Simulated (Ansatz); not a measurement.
Relaxed-ion elastic tensor of NaBr (rock salt, space group No. 225) in GPa (Voigt order), the program Ansatz at the PBEsol level (PAW); density 3.28 g/cm³, 26.02 Å³ per atom.

```
45.5   9.6   9.6   0.0   0.0   0.0
 9.6  45.5   9.6   0.0   0.0   0.0
 9.6   9.6  45.5   0.0   0.0   0.0
 0.0   0.0   0.0   9.3   0.0   0.0
 0.0   0.0   0.0   0.0   9.3   0.0
 0.0   0.0   0.0   0.0   0.0   9.3
```

Is the crystal mechanically stable?

Yes: the smallest eigenvalue of C is 9.3 GPa.

Work out the Voigt, Reuss and Hill averages.

K_V = 21.5, K_R = 21.5, K_H = 21.5; G_V = 12.8, G_R = 11.6, G_H = 12.2 GPa.

Give Young's modulus, Poisson's ratio, Pugh's ratio and the universal anisotropy index.

E = 9KG/(3K + G) = 30.7 GPa; ν = 0.26; K/G = 1.77 (near the Pugh limit of 1.75, no verdict); A_U = 5G_V/G_R + K_V/K_R − 6 = 0.53.

Estimate the sound speeds and the Debye temperature.

v_l = √((K + 4G/3)/ρ) = 3390 m/s, v_t = √(G/ρ) = 1930 m/s, mean 2140 m/s; Θ = (h/k)(3n/4πV)^(1/3) v_m = 215 K.

Give the Zener ratio and Young's modulus along [100], [110] and [111].

A = 2C44/(C11 − C12) = 0.52; 1/E = S11 − 2(S11 − S12 − S44/2)Γ with Γ = 0, 1/4, 1/3 gives 42.1, 27.3, 24.5 GPa.

Solve the Christoffel equation for the three sound speeds along [100], [110], [111].

Eigenvalues of C_ijkl n_j n_l equal ρv². In km/s, slowest first: [100] 1.69, 1.69, 3.72; [110] 1.69, 2.34, 3.35; [111] 2.14, 2.14, 3.22.

Space group Fm-3m (rock salt). The PBEsol relaxation kept the symmetry of its start; of distortions, only those at the zone centre were tested.

Potentials: the later of the program's two PAW sets.
